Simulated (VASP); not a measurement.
# V in VASP: a series of runs

One slab, V, is run at these levels: PBE; tasks: relaxation of the atoms, single point.

Program: VASP 6.6.1. These are calculated values, not measurements. Logs are shortened: lines on timing, memory, paths and dates and some standing lists are left out, and cuts for length are marked.

### 1 Starting point

The cell holds a slab with vacuum, 8 atoms: a = 3.026 Å, b = 3.026 Å, c = 25.591 Å, α = 90.00°, β = 90.00°, γ = 90.00°.

The slab is cut from a database's or a generator's crystal, which needn't be the stable form of the element.

### 2 Relaxation of the atoms, PBE, collinear spin, ferromagnetic start

File INCAR:

```
SYSTEM = V
ALGO = Normal ; DIPOL = 0.5 0.5 0.500
EDIFF = 1E-6 ; EDIFFG = -0.01
ENCUT = 600 ; GGA = PE
IBRION = 2 ; IDIPOL = 3
ISIF = 2 ; ISMEAR = -1
ISPIN = 2 ; LASPH = .TRUE.
LCHARG = .FALSE. ; LDIPOL = .TRUE.
LMAXMIX = 4 ; LORBIT = 11
LREAL = .FALSE. ; LWAVE = .FALSE.
MAGMOM = 2 2 2 2 2 2 2 2 ; NELM = 100
NSW = 40 ; PREC = Accurate
SIGMA = 0.05
```

File KPOINTS:

```
k-points
0
G
  7 7 1
  0 0 0
```

File POSCAR:

```
V
1.0
    3.0260000000      0.0000000000      0.0000000000
    0.0000000000      3.0260000000      0.0000000000
    0.0000000000      0.0000000000     25.5910000000
V
8
Selective dynamics
Direct
    0.5000000000      0.5000000000      0.2930717830  F F F
    0.0000000000      0.0000000000      0.3521941307  F F F
    0.5000000000      0.5000000000      0.4113164784  F F F
    0.0000000000      0.0000000000      0.4704388261  F F F
    0.5000000000      0.5000000000      0.5295611739  T T T
    0.0000000000      0.0000000000      0.5886835216  T T T
    0.5000000000      0.5000000000      0.6478058693  T T T
    0.0000000000      0.0000000000      0.7069282170  T T T
```

Potentials or basis: VASP PAW PBE potentials, release 64 (V).

Run with:

```bash
$ cat potpaw_PBE.64/V/POTCAR > POTCAR
$ mpirun -np 1 vasp_std > vasp.out
```

OUTCAR:

```text
SYSTEM = V
   EDIFF = 1E-6
   EDIFFG = -0.01
   ENCUT = 600
   GGA = PE
   IBRION = 2
   ISIF = 2
   ISMEAR = -1
   ISPIN = 2
   LASPH = .TRUE.
   LORBIT = 11
   LREAL = .FALSE.
   NELM = 100
   NSW = 40
   PREC = Accurate

 ion  position               nearest neighbor table
   1  0.500  0.500  0.293-   2 2.62   2 2.62   2 2.62   2 2.62   3 3.03
   2  0.000  0.000  0.352-   1 2.62   1 2.62   1 2.62   1 2.62   3 2.62   3 2.62   3 2.62   3 2.62
                             4 3.03
   3  0.500  0.500  0.411-   4 2.62   4 2.62   4 2.62   4 2.62   2 2.62   2 2.62   2 2.62   2 2.62
                             1 3.03   5 3.03
   4  0.000  0.000  0.470-   3 2.62   3 2.62   3 2.62   3 2.62   5 2.62   5 2.62   5 2.62   5 2.62
                             2 3.03   6 3.03
   5  0.500  0.500  0.530-   6 2.62   6 2.62   6 2.62   6 2.62   4 2.62   4 2.62   4 2.62   4 2.62
                             7 3.03   3 3.03
   6  0.000  0.000  0.589-   5 2.62   5 2.62   5 2.62   5 2.62   7 2.62   7 2.62   7 2.62   7 2.62
                             8 3.03   4 3.03
   7  0.500  0.500  0.648-   8 2.62   8 2.62   8 2.62   8 2.62   6 2.62   6 2.62   6 2.62   6 2.62
                             5 3.03
   8  0.000  0.000  0.707-   7 2.62   7 2.62   7 2.62   7 2.62   6 3.03

  LATTYP: Found a simple tetragonal cell.
 ALAT       =     3.0260000000
 C/A-ratio  =     8.4570389954

  Lattice vectors:

 A1 = (   3.0260000000,   0.0000000000,   0.0000000000)
 A2 = (   0.0000000000,   3.0260000000,   0.0000000000)
 A3 = (   0.0000000000,   0.0000000000,  25.5910000000)

Analysis of symmetry for initial positions (statically):
=====================================================================
 Subroutine PRICEL returns:
 Original cell was already a primitive cell.

 Routine SETGRP: Setting up the symmetry group for a
 simple tetragonal supercell.

 Subroutine GETGRP returns: Found 16 space group operations
 (whereof  8 operations were pure point group operations)
 out of a pool of 16 trial point group operations.

The static configuration has the point symmetry C_4v.
 The point group associated with its full space group is D_4h.

Analysis of symmetry for dynamics (positions and initial velocities):
=====================================================================
 Subroutine PRICEL returns:
 Original cell was already a primitive cell.

 Routine SETGRP: Setting up the symmetry group for a
 simple tetragonal supercell.

 Subroutine GETGRP returns: Found 16 space group operations
 (whereof  8 operations were pure point group operations)
 out of a pool of 16 trial point group operations.

The dynamic configuration has the point symmetry C_4v.
 The point group associated with its full space group is D_4h.

Analysis of constrained symmetry for selective dynamics:
=====================================================================
 Subroutine PRICEL returns:
 Original cell was already a primitive cell.

 Routine SETGRP: Setting up the symmetry group for a
 simple tetragonal supercell.

 Subroutine GETGRP returns: Found  8 space group operations
 (whereof  8 operations were pure point group operations)
 out of a pool of 16 trial point group operations.

The constrained configuration has the point symmetry C_4v.

Analysis of structural, dynamic, and magnetic symmetry:
=====================================================================
 Subroutine PRICEL returns:
 Original cell was already a primitive cell.

 Routine SETGRP: Setting up the symmetry group for a
 simple tetragonal supercell.

 Subroutine GETGRP returns: Found  8 space group operations
 (whereof  8 operations were pure point group operations)
 out of a pool of 16 trial point group operations.

The overall configuration has the point symmetry C_4v.

 Subroutine INISYM returns: Found  8 space group operations
 (whereof  8 operations are pure point group operations),
 and found     1 'primitive' translations

----------------------------------------------------------------------------------------

[... 97 lines left out ...]
   POTIM  = 0.5000    time-step for ionic-motion
   TEBEG  =    0.0;   TEEND  =   0.0 temperature during run
   PSTRESS=    0.0 pullay stress
   NELECT =      40.0000    total number of electrons
   NUPDOWN=      -1.0000    fix difference up-down
   EMIN   =  10.00;   EMAX   =-10.00  energy-range for DOS
   EFERMI =   0.00;   METHOD = LEGACY
   ISMEAR =    -1;   SIGMA  =   0.05  broadening in eV -4-tet -1-fermi 0-gaus
   EFERMI_NEDOS =   21; number of points for ismear=-14 and -15
   IALGO  =     38    algorithm
   IMIX   =      4    mixing-type and parameters
     AMIX     =   0.40;   BMIX     =  1.00
     AMIX_MAG =   1.60;   BMIX_MAG =  1.00
  volume/ion in A,a.u.               =      29.29       197.67
  Fermi-wavevector in a.u.,A,eV,Ry     =   0.908141  1.716137 11.220990  0.824719
  Thomas-Fermi vector in A             =   2.032032
   LORBIT       =     11    0 simple, 1 ext, 2 COOP (PROOUT), +10 PAW based schemes
   GGA     = PE    functional components
   LHFCALC =     F    Hartree Fock is set to
   AEXX    =    0.0000 exact exchange contribution
   IVDW    =     0    specifies the selected vdW correction
   LEPSILON=     F    determine dielectric tensor
   LRPA    =     F    only Hartree local field effects (RPA)
 conjugate gradient relaxation of ions
 spin polarized calculation
  energy-cutoff  :      600.00
  volume of cell :      234.33
 maximum number of plane-waves:      7894
   NGX = 13   NGY = 13   NGZ =103

--------------------------------------- Ionic step        1  -------------------------------------------

 number of electron      40.0000005 magnetization      10.5506355

 number of electron      40.0000005 magnetization       0.5901633

 Free energy of the ion-electron system (eV)
  ---------------------------------------------------
  ext. energy  EPLUGINS =         0.00000000
  ---------------------------------------------------
  free energy    TOTEN  =       -68.43294486 eV

  energy without entropy =      -68.33233625  energy(sigma->0) =      -68.38264055

------------------------ aborting loop because EDIFF is reached ----------------------------------------

  FORCE on cell =-STRESS in cart. coord.  units (eV):
  Direction    XX          YY          ZZ          XY          YZ          ZX
  --------------------------------------------------------------------------------------
  -------------------------------------------------------------------------------------
  Total       -9.7658175     -9.7658175     -7.6080861      0.0000000      0.0000000      0.0000000
  in kB      -66.7719533    -66.7719533    -52.0188682      0.0000000      0.0000000      0.0000000
  external PRESSURE =     -61.8542583 kB  Pullay stress =       0.0000000 kB
[... 113 lines left out ...]
 vacuum level on the upper side and lower side of the slab       (xc-potential included)        -0.011         0.059

 vacuum level on the upper side and lower side of the slab       (xc-potential included)         0.042         0.019

 dipolmoment           0.000000      0.000000      0.000594 electrons x Angstroem

[... ionic steps 4 to 13 ...]

--------------------------------------- Ionic step       14  -------------------------------------------

 number of electron      40.0000006 magnetization       0.2666969

------------------------ aborting loop because EDIFF is reached ----------------------------------------
[... 79 lines left out ...]
--------------------------------------- Ionic step       16  -------------------------------------------

 number of electron      40.0000006 magnetization       0.2659616

 dipolmoment           0.000000      0.000000     -0.000840 electrons x Angstroem

 Free energy of the ion-electron system (eV)
  ---------------------------------------------------
  ext. energy  EPLUGINS =         0.00000000
  ---------------------------------------------------
  free energy    TOTEN  =       -68.67759973 eV

  energy without entropy =      -68.59126049  energy(sigma->0) =      -68.63443011

 E-fermi :   0.9874     XC(G=0):  -6.6354

 val. band max:        0.9819579017   @ k =   0.1429   0.1429   0.0000
 cond. band min:       0.9899429733   @ k =   0.2857   0.0000   0.0000
 fundamental gap:      0.0079850717
 Fermi energy:         0.9874267530

 spin component 1

 k-point     1 :       0.0000    0.0000    0.0000
  band No.  band energies     occupation
      1      -5.2745      1.00000
      2      -4.6158      1.00000
      3      -3.6198      1.00000
      4      -2.5112      1.00000
      5      -1.9963      1.00000
      6      -1.8015      1.00000
[... 339 lines left out ...]
     31       3.2609      0.00000
     32       3.3891      0.00000
 Fermi energy:         0.9874267530

 spin component 2

 k-point     1 :       0.0000    0.0000    0.0000
  band No.  band energies     occupation
      1      -5.3023      1.00000
      2      -4.6340      1.00000
      3      -3.6011      1.00000
      4      -2.4717      1.00000
      5      -2.0076      1.00000
      6      -1.8199      1.00000
[... 339 lines left out ...]
     31       3.3193      0.00000
     32       3.3531      0.00000
 [bands above 32 left out]

------------------------ aborting loop because EDIFF is reached ----------------------------------------

 vacuum level on the upper side and lower side of the slab       (xc-potential included)        -0.034        -0.022

  FORCE on cell =-STRESS in cart. coord.  units (eV):
  Direction    XX          YY          ZZ          XY          YZ          ZX
  --------------------------------------------------------------------------------------
  -------------------------------------------------------------------------------------
  Total       -6.9135648     -6.9135648     -3.0388503      0.0000000      0.0000000      0.0000000
  in kB      -47.2702084    -47.2702084    -20.7775716      0.0000000      0.0000000      0.0000000
  external PRESSURE =     -38.4393295 kB  Pullay stress =       0.0000000 kB
[... 23 lines left out ...]
  FREE ENERGIE OF THE ION-ELECTRON SYSTEM (eV)
  ---------------------------------------------------
  free  energy   TOTEN  =       -68.6775997300 eV

  energy  without entropy=      -68.5912604856  energy(sigma->0) =      -68.63443011

 reached required accuracy - stopping structural energy minimisation

 vacuum level on the upper side and lower side of the slab         4.809         4.826

 total charge

# of ion       s       p       d       tot
------------------------------------------
    1        0.504   0.373   3.341   4.218
    2        0.560   0.625   3.484   4.669
    3        0.559   0.639   3.497   4.694
    4        0.577   0.642   3.553   4.773
    5        0.580   0.651   3.561   4.792
    6        0.569   0.680   3.511   4.760
    7        0.598   0.666   3.637   4.902
    8        0.565   0.435   3.471   4.470
--------------------------------------------------
tot          4.513   4.711  28.054  37.278

 magnetization (x)

# of ion       s       p       d       tot
------------------------------------------
    1        0.010  -0.006   0.722   0.726
    2       -0.005  -0.014  -0.284  -0.303
    3       -0.002  -0.011  -0.111  -0.124
    4       -0.001  -0.004  -0.025  -0.029
    5       -0.000  -0.007  -0.026  -0.034
    6       -0.000  -0.005  -0.023  -0.028
    7        0.000  -0.002  -0.000  -0.001
    8       -0.000  -0.000  -0.012  -0.013
--------------------------------------------------
tot          0.001  -0.048   0.241   0.193
```

Wall time 62 min (1 thread of Intel Xeon 6975P-C (Granite Rapids), shared host); peak memory 0.53 GiB.

Results:

```
Free energy                                           : -68.6776 eV
Energy gained by relaxing                             : 30.6 meV/atom
Ionic steps                                           : 16
Band gap on the k mesh                                : none (metal or under the smearing width)
Net moment                                            : 0.27 μB per cell
Site moments                                          : V +0.73, -0.30, -0.12, -0.03, -0.00, -0.01 μB
Valence electrons inside the program's atomic spheres : V 4.22, 4.67, 4.69, 4.77, 4.79, 4.76, 4.90, 4.47
```

The path:
| step | energy change (eV) | largest force (eV/Å) | pressure (GPa) |
| --- | --- | --- | --- |
| 1 | 0.0000 | 1.3143 | -6.19 |
| 2 | -0.1025 | 1.3099 | -5.99 |
| 3 | -0.1708 | 1.3120 | -5.50 |
| 4 | -0.1762 | 1.3130 | -5.24 |
| 5 | -0.1767 | 1.3129 | -5.30 |
| 6 | -0.1895 | 1.3094 | -5.15 |
| 7 | -0.2011 | 1.3052 | -4.84 |
| 8 | -0.2131 | 1.3027 | -4.77 |
| 9 | -0.2220 | 1.2973 | -4.59 |
| 10 | -0.2288 | 1.3033 | -4.48 |
| 11 | -0.2408 | 1.3123 | -4.10 |
| 12 | -0.2421 | 1.3159 | -3.91 |
| 13 | -0.2445 | 1.3204 | -3.86 |
| 14 | -0.2446 | 1.3227 | -3.85 |
| 15 | -0.2446 | 1.3214 | -3.85 |
| 16 | -0.2447 | 1.3207 | -3.84 |

Final structure:
```yaml
crystal:
  lattice:
    - [3.02600, 0.00000, 0.00000]
    - [0.00000, 3.02600, 0.00000]
    - [0.00000, 0.00000, 25.59100]
  atoms:
    - { symbol: V, position: [0.50000, 0.50000, 0.29307] }
    - { symbol: V, position: [0.00000, 0.00000, 0.35219] }
    - { symbol: V, position: [0.50000, 0.50000, 0.41132] }
    - { symbol: V, position: [0.00000, 0.00000, 0.47044] }
    - { symbol: V, position: [0.50000, 0.50000, 0.52610] }
    - { symbol: V, position: [0.00000, 0.00000, 0.58433] }
    - { symbol: V, position: [0.50000, 0.50000, 0.64287] }
    - { symbol: V, position: [0.00000, 0.00000, 0.69189] }
```

Levels at points of the mesh, in eV from the Fermi level:
Spin up:
| k point | band 15 | band 16 | band 17 | band 18 | band 19 | band 20 | band 21 | band 22 | band 23 | band 24 |
| --- | --- | --- | --- | --- | --- | --- | --- | --- | --- | --- |
| (0.00, 0.00, 0.00) | 0.13 | 0.14 | 0.17 | 0.17 | 0.39 | 0.39 | 0.44 | 0.44 | 0.47 | 0.53 |
Spin down:
```
           k point  band 17  band 18  band 19  band 20  band 21  band 22
(0.00, 0.00, 0.00)     0.25     0.31     0.38     0.38     0.42     0.45
```

### 3 Single point, PBE, collinear spin, antiferromagnetic start

File INCAR:

```
PREC = Accurate ; ENCUT = 520
EDIFF = 1E-7 ; ISMEAR = -1
SIGMA = 0.05 ; LREAL = False
LASPH = True ; NELM = 150
ALGO = Normal ; ISIF = 2
LWAVE = False ; LCHARG = False
ISPIN = 2 ; MAGMOM = 2 -2 2 -2 2 -2 2 -2
LORBIT = 11 ; LMAXMIX = 4
LDIPOL = True ; IDIPOL = 3
DIPOL = 0.5 0.5 0.500 ; GGA = PE
NBANDS = 66
```

File KPOINTS:

```
Automatic mesh
0
Gamma
  7 7 1
```

File POSCAR:

```
V
1.0
    3.0260000000      0.0000000000      0.0000000000
    0.0000000000      3.0260000000      0.0000000000
    0.0000000000      0.0000000000     25.5910000000
V
8
Direct
    0.5000000000      0.5000000000      0.2930717830
    0.0000000000      0.0000000000      0.3521941307
    0.5000000000      0.5000000000      0.4113164784
    0.0000000000      0.0000000000      0.4704388261
    0.5000000000      0.5000000000      0.5295611739
    0.0000000000      0.0000000000      0.5886835216
    0.5000000000      0.5000000000      0.6478058693
    0.0000000000      0.0000000000      0.7069282170
```

Potentials or basis: VASP PAW PBE potentials, release 64 (V_sv).

Run with:

```bash
$ cat potpaw_PBE.64/V_sv/POTCAR > POTCAR
$ mpirun -np 1 vasp_std > vasp.out
```

It took 13 min on 1 thread of Intel Xeon Platinum 8559C (Emerald Rapids), shared host; peak memory 0.51 GiB.

Results (log left out):

- Free energy: -68.9573 eV
- Largest force: 1.206 eV/Å
- Band gap on the k mesh: none (metal or under the smearing width)
- Net moment: 0.00 μB per cell
- Site moments: V +0.45, -0.16, -0.06, -0.00, +0.00, +0.06, +0.16, -0.45 μB
- Valence electrons inside the program's atomic spheres: V 11.41, 11.59, 11.60

Forces on the atoms (eV/Å):
```
V    0.000  0.000  1.206
V    0.000  0.000 -0.771
V    0.000  0.000 -0.275
V    0.000  0.000  0.165
V    0.000  0.000 -0.165
V    0.000  0.000  0.275
V    0.000  0.000  0.771
V    0.000  0.000 -1.206
```

Levels at points of the mesh, in eV from the Fermi level:
Spin up:
```csv
k point,band 47,band 48,band 49,band 50,band 51,band 52,band 53,band 54,band 55,band 56
"(0.00, 0.00, 0.00)",0.18,0.20,0.20,0.28,0.28,0.41,0.41,0.42,0.57,0.58
```
Spin down:
| k point | band 48 | band 49 | band 50 | band 51 | band 52 | band 53 | band 54 | band 55 |
| --- | --- | --- | --- | --- | --- | --- | --- | --- |
| (0.00, 0.00, 0.00) | 0.20 | 0.20 | 0.28 | 0.28 | 0.41 | 0.41 | 0.42 | 0.57 |
